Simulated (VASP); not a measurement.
# BaTiO3 (R3m) in VASP: Born charges and dielectric tensor with LDA

Aim: the Born charges and dielectric tensor of BaTiO3 with LDA.

Everything below comes from runs of VASP 6.6.1. Logs are shortened: lines on timing, memory, paths and dates and some standing lists are left out, and cuts for length are marked.

## (1) Starting point

Symmetry: R3m, No. 160, trigonal system. Conventional cell: a = 5.598 Å, b = 5.598 Å, c = 6.867 Å, α = 90.00°, β = 90.00°, γ = 120.00°. Ba (site symmetry 3m) has 12 O at 2.75 to 2.85 Å as nearest neighbours. Ti (site symmetry 3m) is surrounded by 6 O at 1.89 to 2.07 Å. Around O (site symmetry m) lie 2 Ti at 1.89 to 2.07 Å.

The cell is a database's computed one.

## (2) Born charges and dielectric tensor, LDA

INCAR reads:

```
SYSTEM = BaTiO3
ALGO = Normal
EDIFF = 1E-8
ENCUT = 600
IBRION = 8
ISIF = 2
ISMEAR = 0
LASPH = .TRUE.
LCHARG = .FALSE.
LEPSILON = .TRUE.
LREAL = .FALSE.
LWAVE = .FALSE.
NELM = 80
NSW = 1
PREC = Accurate
SIGMA = 0.02
```

KPOINTS reads:

```
k-points
0
G
  9 9 9
  0 0 0
```

POSCAR reads:

```
BaTiO3
1.0
    2.7991600000      1.6160900000      2.2889700000
   -2.7991600000      1.6160900000      2.2889700000
    0.0000000000     -3.2321900000      2.2889700000
Ba Ti O
1 1 3
Direct
    0.9985500000      0.9985500000      0.9985500000
    0.5076900000      0.5076900000      0.5076900000
    0.4898600000      0.9851400000      0.4898600000
    0.4898600000      0.4898600000      0.9851400000
    0.9851400000      0.4898600000      0.4898600000
```

Potentials or basis: VASP PAW LDA potentials, release 64 (Ba_sv, Ti_sv, O).

Started as:

```bash
cat potpaw_LDA.64/Ba_sv/POTCAR potpaw_LDA.64/Ti_sv/POTCAR potpaw_LDA.64/O/POTCAR > POTCAR
mpirun -np 1 vasp_std > vasp.out
```

OUTCAR:

```text
SYSTEM = BaTiO3
   EDIFF = 1E-8
   ENCUT = 600
   IBRION = 8
   ISIF = 2
   ISMEAR = 0
   LASPH = .TRUE.
   LEPSILON = .TRUE.
   LREAL = .FALSE.
   NELM = 80
   NSW = 1
   PREC = Accurate

 ion  position               nearest neighbor table
   1  0.999  0.999  0.999-   4 2.75   3 2.75   5 2.75   5 2.80   3 2.80   3 2.80   5 2.80   4 2.80
                             4 2.80   4 2.85   3 2.85   5 2.85   2 3.37   2 3.41   2 3.41   2 3.41
   2  0.508  0.508  0.508-   3 1.89   5 1.89   4 1.89   3 2.07   5 2.07   4 2.07   1 3.37   1 3.41
                             1 3.41   1 3.41   1 3.45   1 3.45   1 3.45   1 3.50
   3  0.490  0.985  0.490-   2 1.89   2 2.07   1 2.75   1 2.80   1 2.80   1 2.85
   4  0.490  0.490  0.985-   2 1.89   2 2.07   1 2.75   1 2.80   1 2.80   1 2.85
   5  0.985  0.490  0.490-   2 1.89   2 2.07   1 2.75   1 2.80   1 2.80   1 2.85

  LATTYP: Found a trigonal (rhomboedric) cell.
 ALAT       =     3.9606094549
 COS(alpha) =     0.0010093977

  Lattice vectors:

 A1 = (   2.7991600000,   1.6160900000,   2.2889700000)
 A2 = (  -2.7991600000,   1.6160900000,   2.2889700000)
 A3 = (   0.0000000000,  -3.2321900000,   2.2889700000)

Analysis of symmetry for initial positions (statically):
=====================================================================
 Subroutine PRICEL returns:
 Original cell was already a primitive cell.

 Routine SETGRP: Setting up the symmetry group for a
 trigonal (rhombohedral) supercell.

 Subroutine GETGRP returns: Found  6 space group operations
 (whereof  6 operations were pure point group operations)
 out of a pool of 12 trial point group operations.
[... 963 lines left out ...]
  x    -6.66833    -2.73394    -2.80261    -2.34889    -1.90241    -3.61953
  y    -2.78175    -2.64664    -1.61808    -1.95014    -1.14914    -2.05843
  z    -3.05086    -1.52125    -3.36450    -1.32467    -0.63825    -1.36025

 SECOND DERIVATIVES (NOT SYMMETRIZED)
 ------------------------------------
               1X          1Y          1Z          2X          2Y          2Z          3X          3Y          3Z          4X          4Y          4Z          5X          5Y          5Z
  1X    -7.006289    0.000000    0.000000    3.829515   -0.000000   -0.000000    1.104023   -0.078112   -0.057698    0.968729    0.000000   -0.000000    1.104023    0.078112    0.057698
  1Y     0.000000   -7.006268    0.000010   -0.000000    3.829503   -0.000005   -0.078112    1.013824    0.033310   -0.000000    1.149117   -0.066625    0.078112    1.013824    0.033310
  1Z     0.000000    0.000010   -7.096994    0.000000   -0.000005    3.763471   -0.043378    0.025043    1.111174    0.000000   -0.050091    1.111174    0.043378    0.025043    1.111174
  2X     3.811299    0.000000    0.000000   -4.829672   -0.000000   -0.000000    0.034150    0.528806    0.687215    0.950073    0.000000    0.000000    0.034150   -0.528806   -0.687215
  2Y    -0.000000    3.811287   -0.000005    0.000000   -4.829657    0.000009    0.528807    0.644764   -0.396765    0.000000   -0.271158    0.793525   -0.528807    0.644764   -0.396765
  2Z     0.000000   -0.000005    3.770073    0.000000    0.000009   -6.438996    0.204635   -0.118147    0.889641    0.000000    0.236291    0.889641   -0.204635   -0.118147    0.889641
  3X     1.099008   -0.073315   -0.042657    0.022946    0.555308    0.202979   -7.717696    1.166835    1.402941    1.872203   -1.776467   -1.727482    4.723539    0.127638    0.164220
  3Y    -0.073315    1.014348    0.024627    0.555308    0.664161   -0.117191    1.166836   -6.370324   -0.809977   -1.518577    3.771576   -1.186989   -0.130252    0.920239    2.089530
  3Z    -0.045567    0.026306    1.096878    0.703053   -0.405908    0.889883    1.401360   -0.809064   -6.859400   -1.895302   -0.905412    2.436319   -0.163543    2.094078    2.436319
  4X     0.972023    0.000000    0.000000    0.984770    0.000000    0.000000    1.869939   -1.517270   -1.891702   -5.696671    0.000000    0.000000    1.869939    1.517270    1.891702
  4Y     0.000000    1.141333   -0.049258    0.000000   -0.297663    0.234378   -1.775160    3.773840   -0.902552    0.000000   -8.391350    1.619985    1.775160    3.773840   -0.902552
  4Z     0.000000   -0.052618    1.096878    0.000000    0.811813    0.889883   -1.731759   -1.188677    2.436319    0.000000    1.618158   -6.859400    1.731759   -1.188677    2.436319
  5X     1.099008    0.073315    0.042657    0.022946   -0.555308   -0.202979    4.723539   -0.127638   -0.164220    1.872203    1.776467    1.727482   -7.717696   -1.166835   -1.402941
  5Y     0.073315    1.014348    0.024627   -0.555308    0.664161   -0.117191    0.130252    0.920239    2.089530    1.518577    3.771576   -1.186989   -1.166836   -6.370324   -0.809977
  5Z     0.045567    0.026306    1.096878   -0.703053   -0.405908    0.889883    0.163543    2.094078    2.436319    1.895302   -0.905412    2.436319   -1.401360   -0.809064   -6.859400

 Eigenvectors and eigenvalues of the dynamical matrix
 ----------------------------------------------------

   1 f  =   15.261184 THz    95.888845 2PiTHz  509.058292 cm-1    63.115156 meV
             X         Y         Z           dx          dy          dz
      0.000000 -0.000010  6.856953     0.000000   -0.000000   -0.002326
      0.000000 -0.000005  3.486262     0.000000    0.000000    0.019168
     -1.386368  0.800412  4.497506    -0.499849    0.288586   -0.008899
      0.000000 -1.600844  4.497506    -0.000000   -0.577172   -0.008900
      1.386368  0.800412  4.497506     0.499849    0.288586   -0.008899
[... 105 lines left out ...]
  15 f/i=    0.010854 THz     0.068196 2PiTHz    0.362044 cm-1     0.044888 meV
             X         Y         Z           dx          dy          dz
      0.000000 -0.000010  6.856953     0.766856   -0.000015    0.000000
      0.000000 -0.000005  3.486262     0.454006   -0.000009    0.000000
     -1.386368  0.800412  4.497506     0.262103   -0.000317   -0.000095
      0.000000 -1.600844  4.497506     0.261562   -0.000005    0.000000
      1.386368  0.800412  4.497506     0.262103    0.000307    0.000095

--------------------------------------------------------------------------------------------------------

 MACROSCOPIC STATIC DIELECTRIC TENSOR IONIC CONTRIBUTION
 ------------------------------------------------------
          88.474378    -0.000000     0.000000
          -0.000000    88.474110    -0.000064
           0.000000    -0.000064    43.973614
 ------------------------------------------------------

 ELASTIC MODULI CONTR FROM IONIC RELAXATION (kBar)
 Direction    XX          YY          ZZ          XY          YZ          ZX
 --------------------------------------------------------------------------------
 XX        -637.1869   -226.9219   -473.1835      0.0000   -328.3570      0.0000
 YY        -226.9219   -637.1849   -473.1820     -0.0000    328.3589     -0.0000
 ZZ        -473.1835   -473.1820   -576.4088     -0.0000      0.0008     -0.0000
 XY           0.0000     -0.0000     -0.0000   -205.1361      0.0000   -326.9289
 YZ        -328.3570    328.3589      0.0008      0.0000   -547.2722      0.0000
 ZX           0.0000     -0.0000     -0.0000   -326.9289      0.0000   -537.5179
 --------------------------------------------------------------------------------

 PIEZOELECTRIC TENSOR IONIC CONTR  for field in x, y, z        (C/m^2)
          XX          YY          ZZ          XY          YZ          ZX
  --------------------------------------------------------------------------------
  x    -0.00000     0.00000     0.00000     3.70813    -0.00000     6.31904
  y     3.70814    -3.70816    -0.00001    -0.00000     6.37882    -0.00000
  z     3.58431     3.58429     4.61977     0.00000    -0.00001     0.00000
```

OSZICAR:

```text
N       E                     dE             d eps       ncg     rms          rms(c)
DAV:   1     0.482811082215E+03    0.48281E+03   -0.23407E+04  4080   0.201E+03
DAV:   2    -0.279371043937E+01   -0.48560E+03   -0.47667E+03  4952   0.524E+02
DAV:   3    -0.523898947007E+02   -0.49596E+02   -0.48011E+02  5960   0.154E+02
DAV:   4    -0.544890533000E+02   -0.20992E+01   -0.20980E+01  5816   0.299E+01
[... 13 lines left out ...]
RMM:  15    -0.365256903195E+00    0.18444E-06   -0.56186E-06 23070   0.175E-03    0.229E-04
RMM:  16    -0.365257058245E+00   -0.15505E-06   -0.34121E-06 25880   0.127E-03    0.218E-04
RMM:  17    -0.365257162491E+00   -0.10425E-06   -0.25200E-06 26607   0.938E-04    0.219E-04
RMM:  18    -0.365257201592E+00   -0.39101E-07   -0.20805E-06 26923   0.715E-04    0.239E-04
 Linear response finished
```

It took 55 min on 1 thread of Intel Xeon 6975P-C (Granite Rapids), shared host; peak memory 1.4 GiB.

What came out:

```yaml
Band_gap_on_the_k_mesh: 2.10 eV, indirect (least direct gap 2.31 eV)
Electronic_dielectric_tensor_diagonal: 6.38, 6.38, 6.07
Born_charges_mean_of_the_diagonal: Ba +2.77; Ti +6.66; O -3.14 e
Highest_phonon_frequency_at_Γ_LO-TO_splitting_left_out: 509 cm⁻¹
```

Phonon frequencies in cm⁻¹ (negative: imaginary):
| q point | frequencies |
| --- | --- |
| (0.000, 0.000, 0.000) | 0 0 0 169 169 184 186 186 224 290 302 302 482 482 509 |

Electronic dielectric tensor:
```
6.38 0.00 0.00
0.00 6.38 0.00
0.00 0.00 6.07
```

Born effective charge tensors (e):
atom 1, Ba
```
2.78 0.00 0.00
0.00 2.78 0.00
0.00 0.00 2.75
```
atom 2, Ti
```
6.87 0.00 0.00
0.00 6.87 0.00
0.00 0.00 6.25
```
atom 3, O
```
-3.80  1.01  1.34
 1.01 -2.63 -0.77
 1.24 -0.71 -3.00
```
atom 4, O
```
-2.05  0.00  0.00
 0.00 -4.38  1.55
 0.00  1.43 -3.00
```
atom 5, O
```
-3.80 -1.01 -1.34
-1.01 -2.63 -0.77
-1.24 -0.71 -3.00
```

Caveat: spin-orbit coupling is left out, which moves the levels of the heavy elements; an odd mesh through Γ misses points on the zone boundary, where band edges often lie.
